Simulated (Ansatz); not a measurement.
**Calculated ¹¹B NMR of the central transition for BH3**

Cell: a structure deposited in the COD, its atoms then relaxed with PBE in this cell.

Space group P2_1/c (No. 14); a = 4.4043, b = 6.5007, c = 6.2445 Å, β = 117.40°.

| site | Wyckoff | site symmetry | x | y | z |
| --- | --- | --- | --- | --- | --- |
| B | 4e | 1 | 0.6416 | 0.5410 | 0.6450 |
| H5 | 4e | 1 | 0.5954 | 0.4902 | 0.8117 |
| H9 | 4e | 1 | 0.3580 | 0.6239 | 0.4778 |
| H13 | 4e | 1 | 0.8781 | 0.6475 | 0.6732 |

One atom of each set is listed.

Computed with Ansatz: DFT, r2SCAN, plane waves and PAW, scalar-relativistic, 500 eV cutoff, Γ-centred 7×5×5 k-points, Fermi–Dirac smearing 0.02 eV.

¹¹B has I = 3/2 and Q = 40.59 mb (Pyykkö 2018); at 14.1 T its Larmor frequency is ν₀ = 192.6 MHz. Only the quadrupole interaction is simulated: positions count from each site's isotropic chemical shift, and J coupling is left out, as are shift anisotropy and dipolar coupling, which fast spinning averages.

Task: What does the ¹¹B spectrum (fast magic-angle spinning) show for each site?

Result: 

| site | first shell | C_Q (MHz) | η | P_Q (MHz) | δ_QIS (ppm) | breadth (kHz) |
| --- | --- | --- | --- | --- | --- | --- |
| B | 4 H at 1.19–1.32 Å, 1 B at 1.74 Å | 2.79 | 0.85 | 3.11 | -6.50 | 2.82 |

δ_QIS = −(ν_Q²/30ν₀²)[I(I+1) − 3/4](1 + η²/3) × 10⁶ ppm with ν_Q = 3|C_Q|/[2I(2I−1)]; it falls as 1/B₀² in ppm, and the breadth as 1/B₀ in kHz.

Hardware: 1 thread of Arm Neoverse V2 (aarch64; 8 cores open to the job, memory cap 2.5 GiB, no GPU), a shared host with a load of 0.5 a core. Wall time 30 s, CPU time 30 s, peak memory 0.83 GiB.
